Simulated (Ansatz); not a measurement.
Zone-centre phonons of TaN at 15 GPa: input and output

These are results of DFT PBE, scalar-relativistic, plane waves, PAW (Ansatz 0.2.0), not measurements.

Launched with:
```bash
ansatz run input.yaml --threads 1 --pin off --max-ram 3072MiB --backend cpu --events-out ev --progress --plain --runs-dir out
```

Input (bare energies are in eV):
```yaml
crystal:
  lattice:
    - [2.9081724431, 0.0, 0.0]
    - [-1.4540862216, 2.5185512143, 0.0]
    - [0.0, 0.0, 2.8629060904]
  atoms:
    - { symbol: Ta, position: [0.3333333333, 0.6666666667, 0.5] }
    - { symbol: "N", position: [0.0, 0.0, 0.0] }
basis:
  ecutwfc: 420
kpoints:
  mp_grid: { grid: [18, 18, 14] }
hamiltonian:
  xc: pbe
scf:
  occupations: { method: fermi_dirac, width: 0.15 }
output:
  eigenvalues: true
phonons:
  method: dfpt
  eigenvectors: true
```

The end of the output:
```
--- Phonons (Γ-DFPT): 4 representative perturbations + reference, on 728 of 4536 k-points (Σ response iterations 12) ---
  k mesh reduced under 4 symmetry operations, with k and −k counted as one. Each operation leaves every solved displacement unchanged or reverses it
  ASR residual: 1.158e-4 → 0.000e0 eV/Å²; symmetrization residual: 1.527e-6 eV/Å²
  ASR residual per site (eV/Å²): 1.16e-4 4.93e-5
  Γ frequencies (cm⁻¹): 0.00 0.00 0.00 546.81 546.81 580.57
  non-analytic LO–TO correction: not included (Born effective charges unavailable; polar crystals: no LO–TO splitting at Γ)
```

It took 58 s on 1 thread of Intel(R) Xeon(R) Platinum 8488C (Sapphire Rapids), on a shared host, peak memory 0.9 GiB.

In a metal, frequencies and elastic constants depend on the k mesh and the smearing, soft modes and shear constants most. Spin–orbit coupling is left out, which matters for heavy elements. Other phases may be more stable at this pressure. A semilocal functional can close a gap that the real compound has.

This form isn't the usual stable structure of the compound at low pressure.